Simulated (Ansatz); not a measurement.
**CuO (zincblende): one cell under locks on the spin (series 3)**

What does it cost to force the spins of CuO (zincblende) into other sizes and orders? Cell and atoms stay fixed. The start comes from a prototype table, not from a measured structure.

Computed with Ansatz 0.2.0 (DFT PBEsol+U (U_eff = 4 eV on Cu d), plane waves, PAW, unless a step's input says otherwise).

### Step 1. The system as given

It takes space group F-43m (No. 216, cubic). The conventional cell has a = 4.655 Å, b = 4.655 Å, c = 4.655 Å, α = 90.00°, β = 90.00°, γ = 90.00°. Cu (site symmetry -43m) is surrounded by 4 O at 2.02 Å. O (site symmetry -43m) is surrounded by 4 Cu at 2.02 Å.

Coordinates:

```
CELL_PARAMETERS angstrom
0.00000 2.32725 2.32725
2.32725 0.00000 2.32725
2.32725 2.32725 0.00000
ATOMIC_POSITIONS crystal
Cu 0.00000 0.00000 0.00000
O 0.25000 0.25000 0.25000
```

The runs: no spin polarisation; total moment locked, 1.00 μB per cell; total moment locked, 0.75 μB per cell.

An earlier series on this cell reached its lowest free state from «ferromagnetic start, free, natural orbitals of the symmetric run filled by rank», perhaps among other starts.

### Step 2. No spin polarisation

File input.yaml:

```yaml
crystal:
  lattice:
    - [0.0, 2.32725273, 2.32725273]
    - [2.32725273, 0.0, 2.32725273]
    - [2.32725273, 2.32725273, 0.0]
  atoms:
    - { symbol: Cu, position: [0.0, 0.0, 0.0] }
    - { symbol: O, position: [0.25, 0.25, 0.25] }
basis:
  ecutwfc: 420
  ecutrho_ratio: 4
kpoints:
  mp_grid: { grid: [7, 7, 7] }
hamiltonian:
  xc: pbesol
  hubbard: { sites: [{ site: 0, l: d, u_eff: 4.0 }] }
scf:
  occupations: { method: gaussian, width: 0.05 }
  lower_state_search: "off"
  max_iter: 150
output:
  forces: true
  stress: true
  eigenvalues: true
  populations: true
  hubbard: { sites: [{ site: 0, l: d }] }
```

Launch:

```sh
> ansatz run input.yaml --threads 2 --pin off --max-ram 3072MiB --backend cpu --events-out ev --progress --plain --runs-dir out
```

Standard output (excerpt; [...] marks lines left out):

```text
Warning: RAYON_NUM_THREADS=2 ignored (pool sized by the plan → 2); use --threads N
Cu: projections on atomic orbitals take those of the free atom [Ne] 3s2 3p6 3d10 4s1, of charge +0.00 (hamiltonian.pseudopotentials.projection_atoms); the dataset's partial waves leave at most 2.0e-6 of an orbital's norm unspanned inside its sphere
O: projections on atomic orbitals take those of the free atom [He] 2s2 2p4, of charge +0.00 (hamiltonian.pseudopotentials.projection_atoms); the dataset's partial waves leave at most 1.9e-8 of an orbital's norm unspanned inside its sphere
[...]
Pseudopotentials: kind: paw
Pseudopotential: Cu, paw, valence charge 19, recommended cutoff 420 eV (normal), Cu.paw.azcp
Pseudopotential: O, paw, valence charge 6, recommended cutoff 420 eV (normal), O.paw.azcp
Functional definition: PBEsol
[...]
Crystal: 2 atoms, lattice volume = 25.209 Å³
Basis set: ecut = 420 eV, 531 PW (Γ), exchange–correlation on 48×48×48 points (8 copies of the dense FFT grid, shifted against one another)
Bands: 17, of which v1, the nominal top of the filled ones, is band 13 counted from 1 (12 counted from 0)
Symmetry: 24 space group operations
Space group: F-43m (ITA 216), of the structure as read, at distance tolerance 2.9e-5 Å
k-points: 20 of 343 (time reversal used)
[...]
SCF iter   1: F=—  HF=-7146.910566 eV  |F-HF|=—  |Δ(HF+E_count)|=         —  Δρ=9.20e-2  dr2=1.60e0  ethr=3.10e-3  ⟨swp⟩=5.9  Hψ=1517  notcnv=0
[...]
SCF iter  11: F=-7146.795451 eV  HF=-7146.795451 eV  |F-HF|=1.66e-8  |Δ(HF+E_count)|=   5.92e-7  Δρ=1.31e-5  dr2=7.78e-9  ethr=4.00e-10  ⟨swp⟩=5.9  Hψ=1485  notcnv=0
[...]
SCF converged after 11 iterations
Free energy (F): -7146.795451 eV
[...]
E sigma→0 (E₀):  -7146.793850 eV
Entropy (-TS):   -0.003201 eV (-1.600 meV/atom)
Fermi energy:    7.491478 eV
[...]
--- Forces (eV/Å), atoms counted from 1 ---
  atom   1  Cu     0.00000000    -0.00000000     0.00000000
  atom   2  O      0.00000000    -0.00000000    -0.00000000
[...]
--- Stress (GPa, compression-positive) ---
      -13.668500      -0.000000       0.000000
        0.000000     -13.668500      -0.000000
        0.000000      -0.000000     -13.668500
  P = ⅓ Tr σ = -13.6685 GPa (-136.685 kbar)
--- Band table (eV; the first three rows and the last of 20) ---
  k-point 0: bands = ["-102.8396", "-60.3820", "-60.3820", "-60.3820", "-10.3013", "2.9318", "2.9318", "2.9318", "4.8720", "4.8720", "8.2608", "8.2608", "8.2608", "8.8944", "21.8918", "21.8918", "21.8918"]
[...]
Occupation matrices written to <dir>
--- Löwdin populations: 2 sites ---
  site symbol       q [e]
     0     Cu     18.0231
     1      O      6.8456
  spilling = 0.005249 (of n_electrons = 25.000000)
--- Occupation matrices: 1 shell (run DFT+U table (all-electron-ortho-atomic); ε = 3.39e-4) ---
  Cu0 d_3D: site group Td (-43m)
  Cu0 d_3D -      Tr n = 4.7657  λ = 0.928 0.928 0.928 0.991 0.991  [3× xz 0.33 (T2 1.00) T2(1.00) | 2× z2 0.50 (E 1.00) E(1.00)]
  Tr n, λ and their labels are of the run-group-symmetrised matrices; stabiliser: 48 of 48 elements of G0×{1,Θ} (closed), max defect 3.2e-15 at τ = 7.2e-5
```

It took 1.4 s on 2 threads of Arm Neoverse V1, shared host; peak memory 0.28 GiB.

It ends with no gap, pressure -13.7 GPa, no moment over 0.05 μB in any sphere, largest force component 0.00 eV/Å, 24 symmetry operations imposed.

How the shells are filled (orbitals counted by the eigenvalues of the occupation matrices):

```csv
shell,channel,electrons,over 0.8,0.2 to 0.8,under 0.2
Cu 3d (atom 1),each spin,4.77,5,0,0
```

### Step 3. Total moment locked, 1.00 μB per cell

File input.yaml:

```yaml
crystal:
  lattice:
    - [0.0, 2.32725273, 2.32725273]
    - [2.32725273, 0.0, 2.32725273]
    - [2.32725273, 2.32725273, 0.0]
  atoms:
    - { symbol: Cu, position: [0.0, 0.0, 0.0], spin: 1.0 }
    - { symbol: O, position: [0.25, 0.25, 0.25] }
basis:
  ecutwfc: 420
  ecutrho_ratio: 4
kpoints:
  mp_grid: { grid: [7, 7, 7] }
hamiltonian:
  xc: pbesol
  hubbard:
    sites:
      - { site: 0, l: d, u_eff: 4.0, starting_ns: [{ spin: up, occupation_matrix: s0up }, { spin: down, occupation_matrix: s0down }] }
    occupation_matrices:
      s0up:
        matrix:
          - [0.97, 0.0, 0.0, 0.0, 0.0]
          - [0.0, 0.97, 0.0, 0.0, 0.0]
          - [0.0, 0.0, 0.97, 0.0, 0.0]
          - [0.0, 0.0, 0.0, 0.97, 0.0]
          - [0.0, 0.0, 0.0, 0.0, 0.97]
      s0down:
        matrix:
          - [0.97, 0.0, 0.0, 0.0, 0.0]
          - [0.0, 0.02, 0.0, 0.0, 0.0]
          - [0.0, 0.0, 0.97, 0.0, 0.0]
          - [0.0, 0.0, 0.0, 0.97, 0.0]
          - [0.0, 0.0, 0.0, 0.0, 0.97]
    ns_hold: { iters: 8 }
scf:
  occupations: { method: gaussian, width: 0.05 }
  lower_state_search: "off"
  max_iter: 150
output:
  forces: true
  stress: true
  eigenvalues: true
  populations: true
  hubbard: { sites: [{ site: 0, l: d }] }
magnetization:
  spin_polarized: true
  initial_magnetization: 1.0
  spin_locking: { lock_magnetization: hard }
```

The typed matrices put 0.97 on the chosen orbitals and 0.02 on the others, and are held for 8 cycles. The lock stays on to the end, so the result is a constrained state.

Launch:

```sh
> ansatz run input.yaml --threads 2 --pin off --max-ram 3072MiB --backend cpu --events-out ev --progress --plain --runs-dir out
```

Standard output (excerpt; [...] marks lines left out):

```text
Warning: crystal.symmetry: narrowed to the stabiliser of the occupation matrices — unitary ops 24 → 8; lowered by the specified shell (site 0, l: d); largest admitted image defect 8.9e-16, smallest excluded 9.5e-1 — at a splitting's scale: the group the occupation matrices' own texture admits
Warning: output.stress: scf.convergence.dr2_threshold = 1e-7 eV (the SCF's general default) is looser than the 2e-10 eV advised for a printed stress (1e-10 eV for each atom of the cell: 2). What an SCF threshold leaves in a stress goes as its square root, and in the free energy as the [...]
Warning: RAYON_NUM_THREADS=2 ignored (pool sized by the plan → 2); use --threads N
Cu: projections on atomic orbitals take those of the free atom [Ne] 3s2 3p6 3d10 4s1, of charge +0.00 (hamiltonian.pseudopotentials.projection_atoms); the dataset's partial waves leave at most 2.0e-6 of an orbital's norm unspanned inside its sphere
O: projections on atomic orbitals take those of the free atom [He] 2s2 2p4, of charge +0.00 (hamiltonian.pseudopotentials.projection_atoms); the dataset's partial waves leave at most 1.9e-8 of an orbital's norm unspanned inside its sphere
[...]
Pseudopotentials: kind: paw
Pseudopotential: Cu, paw, valence charge 19, recommended cutoff 420 eV (normal), Cu.paw.azcp
[...]
WARN: hamiltonian.hubbard: on 1 of 2 specified blocks the occupation matrix of this SCF's result fails the test of the specified filling. At site 0 ↓ (sites count from 0 in the list of atoms of the cell that this SCF solves) the least filled combination of the orbitals specified full has [...]
  atom   2  O      0.00000000     0.00000000    -0.00000000
[...]
--- Stress (GPa, compression-positive) ---
      -11.983960       0.000000       0.000000
        0.000000     -11.983799      -0.000000
        0.000000      -0.000000     -11.983960
  P = ⅓ Tr σ = -11.9839 GPa (-119.839 kbar)
--- Band table (eV; the first three rows and the last of 80) ---
  k-point 0 ↑: bands = ["-103.2304", "-60.7628", "-60.7628", "-60.7628", "-10.5809", "2.4587", "2.4587", "2.4587", "4.5847", "4.5847", "7.7696", "7.7696", "7.7696", "8.8166", "21.8486", "21.8486", "21.8486"]
[...]
Occupation matrices written to <dir>
--- Löwdin populations: 2 sites ---
  site symbol       q [e]    m [muB]
     0     Cu     18.0115     0.4281
     1      O      6.8558     0.5763
  spilling = 0.005308 (of n_electrons = 25.000000)
--- Occupation matrices: 1 shell (run DFT+U table (all-electron-ortho-atomic); ε = 1.21e-3) ---
  Cu0 d_3D: site group Td (-43m)
  Cu0 d_3D up     Tr n = 4.9830  λ = 0.995 0.995 0.995 0.998 0.998  [3× xz 0.33 (T2 1.00) T2(1.00) | 2× z2 0.50 (E 1.00) E(1.00)]
  Cu0 d_3D dn     Tr n = 4.5280  λ = 0.858 0.858 0.858 0.977 0.977  [3× xz 0.33 (T2 1.00) T2(1.00) | 2× z2 0.50 (E 1.00) E(1.00)]
  specified occupation → Cu0 d_3D up: matrix, ‖Δ‖_F = 0.0596, Tr Δ = -0.1330, displaced = 0.0665, d_λ = 0.0596; orbital distance = 0.0000
  specified occupation → Cu0 d_3D dn: matrix, ‖Δ‖_F = 0.8527, Tr Δ = -0.6280, displaced = 0.5386, d_λ = 0.8527; orbital distance = 0.8165
  Tr n, λ and their labels are of the run-group-symmetrised matrices; stabiliser: 24 of 48 elements of G0×{1,Θ} (closed), max defect 8.4e-6 at τ = 2.6e-4
```

Wall time 9.8 s (2 threads of Arm Neoverse V1, shared host); peak memory 0.32 GiB.

Result: no gap, pressure -12.0 GPa, moments in spheres Cu 0.50; O 0.47 μB, largest force component 0.00 eV/Å, 8 symmetry operations imposed. The program reports that the typed filling wasn't kept.

How the shells are filled (orbitals counted by the eigenvalues of the occupation matrices):

```csv
shell,channel,electrons,over 0.8,0.2 to 0.8,under 0.2
Cu 3d (atom 1),up,4.98,5,0,0
Cu 3d (atom 1),down,4.53,5,0,0
```

### Step 4. Total moment locked, 0.75 μB per cell

input.yaml: that of step 3 with these lines changed.

```diff
@@ -6,3 +6,3 @@
   atoms:
-    - { symbol: Cu, position: [0.0, 0.0, 0.0], spin: 1.0 }
+    - { symbol: Cu, position: [0.0, 0.0, 0.0], spin: 0.75 }
     - { symbol: O, position: [0.25, 0.25, 0.25] }
@@ -46,3 +46,3 @@
   spin_polarized: true
-  initial_magnetization: 1.0
+  initial_magnetization: 0.75
   spin_locking: { lock_magnetization: hard }
```

The typed matrices put 0.97 on the chosen orbitals and 0.02 on the others, and are held for 8 cycles. The lock stays on to the end, so the result is a constrained state.

Launch:

```sh
> ansatz run input.yaml --threads 2 --pin off --max-ram 3072MiB --backend cpu --events-out ev --progress --plain --runs-dir out
```

Standard output (excerpt; [...] marks lines left out):

```text
Warning: crystal.symmetry: narrowed to the stabiliser of the occupation matrices — unitary ops 24 → 8; lowered by the specified shell (site 0, l: d); largest admitted image defect 8.9e-16, smallest excluded 9.5e-1 — at a splitting's scale: the group the occupation matrices' own texture admits
Warning: output.stress: scf.convergence.dr2_threshold = 1e-7 eV (the SCF's general default) is looser than the 2e-10 eV advised for a printed stress (1e-10 eV for each atom of the cell: 2). What an SCF threshold leaves in a stress goes as its square root, and in the free energy as the [...]
Warning: RAYON_NUM_THREADS=2 ignored (pool sized by the plan → 2); use --threads N
Cu: projections on atomic orbitals take those of the free atom [Ne] 3s2 3p6 3d10 4s1, of charge +0.00 (hamiltonian.pseudopotentials.projection_atoms); the dataset's partial waves leave at most 2.0e-6 of an orbital's norm unspanned inside its sphere
O: projections on atomic orbitals take those of the free atom [He] 2s2 2p4, of charge +0.00 (hamiltonian.pseudopotentials.projection_atoms); the dataset's partial waves leave at most 1.9e-8 of an orbital's norm unspanned inside its sphere
[...]
Pseudopotentials: kind: paw
Pseudopotential: Cu, paw, valence charge 19, recommended cutoff 420 eV (normal), Cu.paw.azcp
[...]
WARN: hamiltonian.hubbard: on 1 of 2 specified blocks the occupation matrix of this SCF's result fails the test of the specified filling. At site 0 ↓ (sites count from 0 in the list of atoms of the cell that this SCF solves) the least filled combination of the orbitals specified full has [...]
  atom   2  O      0.00000000     0.00000000    -0.00000000
[...]
--- Stress (GPa, compression-positive) ---
      -12.820205       0.000000       0.000000
        0.000000     -12.820431      -0.000000
        0.000000      -0.000000     -12.820205
  P = ⅓ Tr σ = -12.8203 GPa (-128.203 kbar)
--- Band table (eV; the first three rows and the last of 80) ---
  k-point 0 ↑: bands = ["-103.1232", "-60.6582", "-60.6582", "-60.6582", "-10.5284", "2.5718", "2.5719", "2.5719", "4.6620", "4.6620", "7.8811", "7.8811", "7.8811", "8.8311", "21.8584", "21.8584", "21.8584"]
[...]
Occupation matrices written to <dir>
--- Löwdin populations: 2 sites ---
  site symbol       q [e]    m [muB]
     0     Cu     18.0164     0.3298
     1      O      6.8514     0.4235
  spilling = 0.005288 (of n_electrons = 25.000000)
--- Occupation matrices: 1 shell (run DFT+U table (all-electron-ortho-atomic); ε = 1.42e-3) ---
  Cu0 d_3D: site group Td (-43m)
  Cu0 d_3D up     Tr n = 4.9338  λ = 0.980 0.980 0.980 0.998 0.998  [3× xz 0.33 (T2 1.00) T2(1.00) | 2× z2 0.50 (E 1.00) E(1.00)]
  Cu0 d_3D dn     Tr n = 4.5856  λ = 0.874 0.874 0.874 0.981 0.981  [3× xz 0.33 (T2 1.00) T2(1.00) | 2× z2 0.50 (E 1.00) E(1.00)]
  specified occupation → Cu0 d_3D up: matrix, ‖Δ‖_F = 0.0423, Tr Δ = -0.0838, displaced = 0.0419, d_λ = 0.0423; orbital distance = 0.0000
  specified occupation → Cu0 d_3D dn: matrix, ‖Δ‖_F = 0.8651, Tr Δ = -0.6856, displaced = 0.5341, d_λ = 0.8651; orbital distance = 0.8165
  Tr n, λ and their labels are of the run-group-symmetrised matrices; stabiliser: 24 of 48 elements of G0×{1,Θ} (closed), max defect 1.1e-5 at τ = 3.0e-4
```

Wall time 8.2 s (2 threads of Arm Neoverse V1, shared host); peak memory 0.32 GiB.

Result: no gap, pressure -12.8 GPa, moments in spheres Cu 0.38; O 0.35 μB, largest force component 0.00 eV/Å, 8 symmetry operations imposed. The program reports that the typed filling wasn't kept.

The shells' filling, with natural orbitals sorted by occupation:

```csv
shell,channel,electrons,over 0.8,0.2 to 0.8,under 0.2
Cu 3d (atom 1),up,4.93,5,0,0
Cu 3d (atom 1),down,4.59,5,0,0
```

### Step 5. Results

Energies count from the lowest free state and have the smearing extrapolated to zero.

| start | energy (meV/atom) | gap (eV) | pressure (GPa) | largest moment (μB) | SCF cycles | time |
| --- | --- | --- | --- | --- | --- | --- |
| total moment locked, 0.75 μB per cell [held] | 0.0 | metal | -12.8 | 0.38 | 27 | 8.2 s |
| ferromagnetic start, free, natural orbitals of the symmetric run filled by rank (earlier series) | 0.0 | metal | -12.8 | 0.38 | 29 | 9.5 s |
| total moment locked, 1.00 μB per cell [held] | 5.4 | metal | -12.0 | 0.50 | 28 | 9.8 s |
| no spin polarisation | 9.6 | metal | -13.7 | 0.00 | 11 | 1.4 s |

The one free run gives the zero. Without spin polarisation the energy is 10 meV/atom higher. The lock of «total moment locked, 0.75 μB per cell» costs nothing: that run ends at the energy of the lowest free state. The lowest state found need not be the ground state, and the geometry wasn't relaxed for any of them.
